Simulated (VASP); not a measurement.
# TiTe (Fm-3m) in VASP: notebook

The runs below take TiTe through single point, with r2SCAN.

Program: VASP 6.6.1. These are calculated values, not measurements. Logs are shortened: lines on timing, memory, paths and dates and some standing lists are left out, and cuts for length are marked.

### 1 Starting point

The structure is cubic, space group Fm-3m (No. 225). Conventional cell: a = 6.008 Å, b = 6.008 Å, c = 6.008 Å, α = 90.00°, β = 90.00°, γ = 90.00°. Ti (site symmetry m-3m) has 6 Te at 3.00 Å as nearest neighbours. Te (site symmetry m-3m) is surrounded by 6 Ti at 3.00 Å.

The cell was built by a generator and needn't be a form met in nature.

### 2 Single point, r2SCAN, collinear spin, typed start

Input file POSCAR:

```
TiTe
1.0
    3.0041066300      3.0041066300      0.0000000000
   -3.0041066300      3.0041066300      0.0000000000
    0.0000000000      0.0000000000      6.0082132600
Ti Te
2 2
Direct
    0.0000000000      0.0000000000      0.0000000000
    0.5000000000      0.5000000000      0.5000000000
    0.0000000000      0.0000000000      0.5000000000
    0.5000000000      0.5000000000      0.0000000000
```

Input file INCAR.step1:

```
SYSTEM = TiTe
PREC = Accurate
ENCUT = 520
ISMEAR = -1
SIGMA = 0.1
LREAL = .FALSE.
LASPH = .TRUE.
NELM = 150
ISPIN = 2
MAGMOM = 1.6 -1.6 0 0
LMAXMIX = 4
NBANDS = 30
GGA = PE
ALGO = Normal
EDIFF = 1E-4
LWAVE = .TRUE.
LCHARG = .FALSE.
```

Input file INCAR.step2:

```
SYSTEM = TiTe
PREC = Accurate
ENCUT = 520
EDIFF = 1E-6
ISMEAR = -1
SIGMA = 0.1
LREAL = .FALSE.
LASPH = .TRUE.
NELM = 150
ALGO = Normal
ISIF = 2
LWAVE = .FALSE.
LCHARG = .FALSE.
ISPIN = 2
MAGMOM = 1.6 -1.6 0 0
LORBIT = 11
LMAXMIX = 4
METAGGA = R2SCAN
LMIXTAU = .TRUE.
NBANDS = 30
ISTART = 1
```

Input file KPOINTS:

```
regular mesh
0
G
  4 4 3
  0 0 0
```

Potentials or basis: VASP PAW PBE potentials, release 64 (Ti_sv, Te).

On the command line:

```console
> cat potpaw_PBE.64/Ti_sv/POTCAR potpaw_PBE.64/Te/POTCAR > POTCAR
> cp INCAR.step1 INCAR
> mpirun -np 1 vasp_std > vasp.out
> cp INCAR.step2 INCAR
> mpirun -np 1 vasp_std > vasp.out
```

OUTCAR:

```text
SYSTEM = TiTe
   PREC = Accurate
   ENCUT = 520
   EDIFF = 1E-6
   ISMEAR = -1
   LREAL = .FALSE.
   LASPH = .TRUE.
   NELM = 150
   ISIF = 2
   ISPIN = 2
   LORBIT = 11
   METAGGA = R2SCAN
   ISTART = 1

 ion  position               nearest neighbor table
   1  0.000  0.000  0.000-   3 3.00   4 3.00   3 3.00   4 3.00   4 3.00   4 3.00
   2  0.500  0.500  0.500-   3 3.00   4 3.00   4 3.00   3 3.00   3 3.00   3 3.00
   3  0.000  0.000  0.500-   1 3.00   2 3.00   1 3.00   2 3.00   2 3.00   2 3.00
   4  0.500  0.500  0.000-   1 3.00   2 3.00   2 3.00   1 3.00   1 3.00   1 3.00

  LATTYP: Found a simple tetragonal cell.
 ALAT       =     4.2484483390
 C/A-ratio  =     1.4142135624

  Lattice vectors:

 A1 = (   3.0041066300,   3.0041066300,   0.0000000000)
 A2 = (  -3.0041066300,   3.0041066300,   0.0000000000)
 A3 = (   0.0000000000,   0.0000000000,   6.0082132600)

Analysis of symmetry for initial positions (statically):
=====================================================================
 Subroutine PRICEL returns following result:

  LATTYP: Found a face centered cubic cell.
 ALAT       =     6.0082132600
[... 12 lines left out ...]
 Subroutine GETGRP returns: Found 16 space group operations
 (whereof 16 operations were pure point group operations)
 out of a pool of 16 trial point group operations.

The static configuration has the point symmetry D_4h.

Analysis of symmetry for dynamics (positions and initial velocities):
=====================================================================
 Subroutine PRICEL returns following result:

  LATTYP: Found a face centered cubic cell.
 ALAT       =     6.0082132600
[... 12 lines left out ...]
 Subroutine GETGRP returns: Found 16 space group operations
 (whereof 16 operations were pure point group operations)
 out of a pool of 16 trial point group operations.

The dynamic configuration has the point symmetry D_4h.

Analysis of structural, dynamic, and magnetic symmetry:
=====================================================================
 Subroutine PRICEL returns following result:

  LATTYP: Found a face centered cubic cell.
 ALAT       =     6.0082132600
[... 12 lines left out ...]
 Subroutine GETGRP returns: Found 16 space group operations
 (whereof 16 operations were pure point group operations)
 out of a pool of 16 trial point group operations.

The overall configuration has the point symmetry D_4h.

 Subroutine INISYM returns: Found 16 space group operations
 (whereof 16 operations are pure point group operations),
 and found     2 'primitive' translations

----------------------------------------------------------------------------------------

                                     Primitive cell

  volume of cell :      54.2221

  direct lattice vectors                    reciprocal lattice vectors
     0.000000000 -3.004106630 -3.004106630    -0.166438832 -0.166438832 -0.166438832
     3.004106630  0.000000000 -3.004106630     0.166438832  0.166438832 -0.166438832
     3.004106630 -3.004106630 -0.000000000     0.166438832 -0.166438832  0.166438832

  length of vectors
     4.248448339  4.248448339  4.248448339     0.288280514  0.288280514  0.288280514

  position of ions in fractional coordinates (direct lattice)
     0.000000000  0.000000000  0.000000000
     0.500000000  0.500000000  0.500000000

  ion indices of the primitive-cell ions
   primitive index   ion index
                 1           1
                 2           3

----------------------------------------------------------------------------------------

 KPOINTS: regular mesh

Automatic generation of k-mesh.
 Grid dimensions read from file:
 generate k-points for:    4    4    3

 Generating k-lattice:

  Cartesian coordinates                     Fractional coordinates (reciprocal lattice)
     0.041609708  0.041609708  0.000000000     0.250000000  0.000000000  0.000000000
    -0.041609708  0.041609708  0.000000000     0.000000000  0.250000000  0.000000000
     0.000000000  0.000000000  0.055479611     0.000000000  0.000000000  0.333333333

  Length of vectors
     0.058845014  0.058845014  0.055479611

  Shift w.r.t. Gamma in fractional coordinates (k-lattice)
     0.000000000  0.000000000  0.000000000

 Subroutine IBZKPT returns following result:
 ===========================================

 Found     12 irreducible k-points:

 Following reciprocal coordinates:
            Coordinates               Weight
  0.000000  0.000000  0.000000      1.000000
  0.250000  0.000000  0.000000      4.000000
  0.500000  0.000000  0.000000      2.000000
  0.250000  0.250000  0.000000      4.000000
  0.500000  0.250000  0.000000      4.000000
  0.500000  0.500000  0.000000      1.000000
  0.000000  0.000000  0.333333      2.000000
  0.250000  0.000000  0.333333      8.000000
  0.500000  0.000000  0.333333      4.000000
  0.250000  0.250000  0.333333      8.000000
  0.500000  0.250000  0.333333      8.000000
  0.500000  0.500000  0.333333      2.000000
   k-points           NKPTS =     12   k-points in BZ     NKDIM =     12   number of bands    NBANDS=     30
   number of dos      NEDOS =    301   number of ions     NIONS =      4
   total plane-waves  NPLWV =  49152
   dimension x,y,z NGX =    32 NGY =   32 NGZ =   48
   dimension x,y,z NGXF=    64 NGYF=   64 NGZF=   96
   ions per type =               2   2
   NGX,Y,Z   is equivalent  to a cutoff of  12.52, 12.52, 13.28 a.u.
   NGXF,Y,Z  is equivalent  to a cutoff of  25.04, 25.04, 26.56 a.u.
 SYSTEM =  TiTe
   PREC   = accura    normal or accurate (medium, high low for compatibility)
   ISTART =      1    job   : 0-new  1-cont  2-samecut
   ICHARG =      0    charge: 1-file 2-atom 10-const
   ISPIN  =      2    spin polarized calculation?
   LNONCOLLINEAR =      F non collinear calculations
   LSORBIT =      F    spin-orbit coupling
   LASPH  =      T    aspherical Exc in radial PAW
   ENCUT  =  520.0 eV  38.22 Ry    6.18 a.u.   7.90  7.90 11.17*2*pi/ulx,y,z
   NELM   =    150;   NELMIN=  2; NELMDL=  0     # of ELM steps
   EDIFF  = 0.1E-05   stopping-criterion for ELM
   LREAL  =      F    real-space projection
   EDIFFG = 0.1E-04   stopping-criterion for IOM
   NSW    =      0    number of steps for IOM
   IBRION =     -1    ionic relax: 0-MD 1-quasi-New 2-CG
   NFREE  =      0    steps in history (QN), initial steepest desc. (CG)
   ISIF   =      2    stress and relaxation
   ISYM   =      2    0-nonsym 1-usesym 2-fastsym
   POTIM  = 0.5000    time-step for ionic-motion
   TEBEG  =    0.0;   TEEND  =   0.0 temperature during run
   PSTRESS=    0.0 pullay stress
   NELECT =      36.0000    total number of electrons
   NUPDOWN=      -1.0000    fix difference up-down
   EMIN   =  10.00;   EMAX   =-10.00  energy-range for DOS
   EFERMI =   0.00;   METHOD = LEGACY
   ISMEAR =    -1;   SIGMA  =   0.10  broadening in eV -4-tet -1-fermi 0-gaus
   EFERMI_NEDOS =   21; number of points for ismear=-14 and -15
   IALGO  =     38    algorithm
   IMIX   =      4    mixing-type and parameters
     AMIX     =   0.40;   BMIX     =  1.00
     AMIX_MAG =   1.60;   BMIX_MAG =  1.00
  volume/ion in A,a.u.               =      27.11       182.95
  Fermi-wavevector in a.u.,A,eV,Ry     =   1.133549  2.142097 17.482581  1.284933
  Thomas-Fermi vector in A             =   2.270252
   LORBIT       =     11    0 simple, 1 ext, 2 COOP (PROOUT), +10 PAW based schemes
   METAGGA = R2SCAN    functional components
   LHFCALC =     F    Hartree Fock is set to
   AEXX    =    0.0000 exact exchange contribution
   IVDW    =     0    specifies the selected vdW correction
   LEPSILON=     F    determine dielectric tensor
   LRPA    =     F    only Hartree local field effects (RPA)
 spin polarized calculation
  energy-cutoff  :      520.00
  volume of cell :      108.44
 maximum number of plane-waves:      2938
 NGX is ok and might be reduce to    32
   NGX = 15   NGY = 15   NGZ = 23

 number of electron      35.9999985 magnetization       0.0000000

 number of electron      35.9999985 magnetization      -0.0000000

 Free energy of the ion-electron system (eV)
  ---------------------------------------------------
  ext. energy  EPLUGINS =         0.00000000
  ---------------------------------------------------
  free energy    TOTEN  =       -78.91470833 eV

  energy without entropy =      -78.76095849  energy(sigma->0) =      -78.83783341

 E-fermi :   6.7964     XC(G=0): -10.1492

 val. band max:        6.7903418175   @ k =   0.5000   0.0000   0.3333
 cond. band min:       6.9186574809   @ k =   0.0000   0.0000   0.0000
 fundamental gap:      0.1283156633
 Fermi energy:         6.7963555212

 spin component 1

 k-point     1 :       0.0000    0.0000    0.0000
  band No.  band energies     occupation
      1     -53.3174      1.00000
      2     -51.5345      1.00000
      3     -28.6666      1.00000
      4     -28.6666      1.00000
      5     -28.5318      1.00000
      6     -27.0393      1.00000
[... 385 lines left out ...]
     29      13.3851      0.00000
     30      13.3851      0.00000
 Fermi energy:         6.7963555212

 spin component 2

 k-point     1 :       0.0000    0.0000    0.0000
  band No.  band energies     occupation
      1     -53.3174      1.00000
      2     -51.5345      1.00000
      3     -28.6666      1.00000
      4     -28.6666      1.00000
      5     -28.5318      1.00000
      6     -27.0393      1.00000
[... 385 lines left out ...]
     29      13.3851      0.00000
     30      13.3851      0.00000

------------------------ aborting loop because EDIFF is reached ----------------------------------------

  FORCE on cell =-STRESS in cart. coord.  units (eV):
  Direction    XX          YY          ZZ          XY          YZ          ZX
  --------------------------------------------------------------------------------------
  -------------------------------------------------------------------------------------
  Total       -3.8148352     -3.8148352     -2.2976710      0.0000000      0.0000000      0.0000000
  in kB      -56.3612136    -56.3612136    -33.9462969      0.0000000      0.0000000      0.0000000
  external PRESSURE =     -48.8895747 kB  Pullay stress =       0.0000000 kB

 VOLUME and BASIS-vectors are now :
 -----------------------------------------------------------------------------
  energy-cutoff  :      520.00
  volume of cell :      108.44
      direct lattice vectors                 reciprocal lattice vectors
     3.004106630  3.004106630  0.000000000     0.166438832  0.166438832  0.000000000
    -3.004106630  3.004106630  0.000000000    -0.166438832  0.166438832  0.000000000
     0.000000000  0.000000000  6.008213260     0.000000000  0.000000000  0.166438832

 POSITION                                       TOTAL-FORCE (eV/Angst)
 -----------------------------------------------------------------------------------
      0.00000      0.00000      0.00000         0.000000      0.000000     -0.000000
      0.00000      3.00411      3.00411        -0.000000     -0.000000      0.000000
      0.00000      0.00000      3.00411         0.000000     -0.000000     -0.000000
      0.00000      3.00411      0.00000         0.000000     -0.000000     -0.000000
 -----------------------------------------------------------------------------------
    total drift:                               -0.000000      0.000000     -0.000000

  FREE ENERGIE OF THE ION-ELECTRON SYSTEM (eV)
  ---------------------------------------------------
  free  energy   TOTEN  =       -78.9147083265 eV

  energy  without entropy=      -78.7609584866  energy(sigma->0) =      -78.83783341

 total charge

# of ion       s       p       d       tot
------------------------------------------
    1        2.101   6.024   1.958  10.082
    2        2.101   6.024   1.958  10.082
    3        1.338   2.154   0.025   3.517
    4        1.338   2.154   0.025   3.517
--------------------------------------------------
tot          6.876  16.355   3.967  27.199

 magnetization (x)

# of ion       s       p       d       tot
------------------------------------------
    1        0.015   0.008   1.510   1.533
    2       -0.015  -0.008  -1.510  -1.533
    3        0.002   0.029  -0.004   0.027
    4       -0.002  -0.029   0.004  -0.027
--------------------------------------------------
tot          0.000   0.000   0.000   0.000
```

Wall time 3.6 min (1 thread of Intel Xeon Platinum 8559C (Emerald Rapids), shared host); peak memory 0.29 GiB.

What came out:

- Free energy: -78.9147 eV
- Pressure: -4.9 GPa
- Band gap on the k mesh: none (metal or under the smearing width)
- Net moment: 0.00 μB per cell
- Site moments: Ti +1.53, -1.53; Te +0.03, -0.03 μB
- Valence electrons inside the program's atomic spheres: Ti 10.08; Te 3.52

Stress tensor (GPa, compression positive):
```
-5.64  0.00  0.00
 0.00 -5.64  0.00
 0.00  0.00 -3.39
```

Levels at points of the mesh, in eV from the Fermi level:
Spin up:
```csv
k point,band 14,band 15,band 16,band 17,band 18,band 19,band 20,band 21,band 22,band 23
"(0.00, 0.00, 0.00)",-1.28,-1.28,-1.18,-0.99,-0.60,-0.60,0.12,0.51,0.83,1.15
"(0.50, 0.00, 0.00)",-3.48,-3.05,-2.88,-0.46,0.17,0.51,1.29,1.88,2.02,2.36
"(0.50, 0.50, 0.00)",-2.88,-2.78,-2.73,-1.24,-1.24,0.66,0.88,1.06,1.15,1.78
```
Spin down:
```tsv
k point	band 15	band 16	band 17	band 18	band 19	band 20	band 21	band 22
(0.00, 0.00, 0.00)	-1.28	-1.18	-0.99	-0.60	-0.60	0.12	0.51	0.83
(0.50, 0.00, 0.00)	-3.05	-2.88	-0.46	0.17	0.51	1.29	1.88	2.02
(0.50, 0.50, 0.00)	-2.78	-2.73	-1.24	-1.24	0.66	0.88	1.06	1.15
```

Caveat: the k mesh is coarse (spacing up to 0.37 Å⁻¹), so the values aren't converged; the PAW data sets were made with another functional, which shifts forces and pressure a little. The run has no spin-orbit coupling, so splittings on Te are missing.

### 3 Single point, r2SCAN, collinear spin, typed start

POSCAR is that of step 2.

Input file INCAR.step1:

```
PREC = Accurate ; ENCUT = 520
ISMEAR = -1 ; SIGMA = 0.1
LREAL = F ; LASPH = T
NELM = 150 ; ISPIN = 2
MAGMOM = 1.6 -1.6 0 0 ; LMAXMIX = 4
NBANDS = 30 ; GGA = PE
ALGO = Normal ; EDIFF = 1E-4
LWAVE = T ; LCHARG = F
```

Input file INCAR.step2:

```
PREC = Accurate ; ENCUT = 520
EDIFF = 1E-6 ; ISMEAR = -1
SIGMA = 0.1 ; LREAL = F
LASPH = T ; NELM = 150
ALGO = Normal ; ISIF = 2
LWAVE = F ; LCHARG = F
ISPIN = 2 ; MAGMOM = 1.6 -1.6 0 0
LORBIT = 11 ; LMAXMIX = 4
METAGGA = R2SCAN ; LMIXTAU = T
NBANDS = 30 ; ISTART = 1
```

Input file KPOINTS:

```
Automatic mesh
0
Gamma
  4 4 3
```

Potentials or basis: VASP PAW PBE potentials, release 64 (Ti_sv, Te).

On the command line:

```console
> cat potpaw_PBE.64/Ti_sv/POTCAR potpaw_PBE.64/Te/POTCAR > POTCAR
> cp INCAR.step1 INCAR
> mpirun -np 1 vasp_std > vasp.out
> cp INCAR.step2 INCAR
> mpirun -np 1 vasp_std > vasp.out
```

Run time: 3.3 min. Hardware: 1 thread of Intel Xeon Platinum 8559C (Emerald Rapids), shared host; peak memory 0.29 GiB.

Results (log left out):

* Free energy: -78.9147 eV
* Pressure: -4.9 GPa
* Band gap on the k mesh: none (metal or under the smearing width)
* Net moment: 0.00 μB per cell
* Site moments: Ti +1.53, -1.53; Te +0.03, -0.03 μB
* Valence electrons inside the program's atomic spheres: Ti 10.08; Te 3.52

Stress tensor (GPa, compression positive):
```
-5.64  0.00  0.00
 0.00 -5.64  0.00
 0.00  0.00 -3.39
```

Levels at points of the mesh, in eV from the Fermi level:
Spin up:
```tsv
k point	band 15	band 16	band 17	band 18	band 19	band 20	band 21	band 22
(0.00, 0.00, 0.00)	-1.28	-1.18	-0.99	-0.60	-0.60	0.12	0.51	0.83
(0.50, 0.00, 0.00)	-3.05	-2.88	-0.46	0.17	0.51	1.29	1.88	2.02
(0.50, 0.50, 0.00)	-2.78	-2.73	-1.24	-1.24	0.66	0.88	1.06	1.15
```
Spin down:
```csv
k point,band 15,band 16,band 17,band 18,band 19,band 20,band 21,band 22
"(0.00, 0.00, 0.00)",-1.28,-1.18,-0.99,-0.60,-0.60,0.12,0.51,0.83
"(0.50, 0.00, 0.00)",-3.05,-2.88,-0.46,0.17,0.51,1.29,1.88,2.02
"(0.50, 0.50, 0.00)",-2.78,-2.73,-1.24,-1.24,0.66,0.88,1.06,1.15
```

Caveat: the k mesh is coarse (spacing up to 0.37 Å⁻¹), so the values aren't converged; the PAW data sets were made with another functional, which shifts forces and pressure a little. Spin-orbit coupling is left out, which matters for the levels of Te.
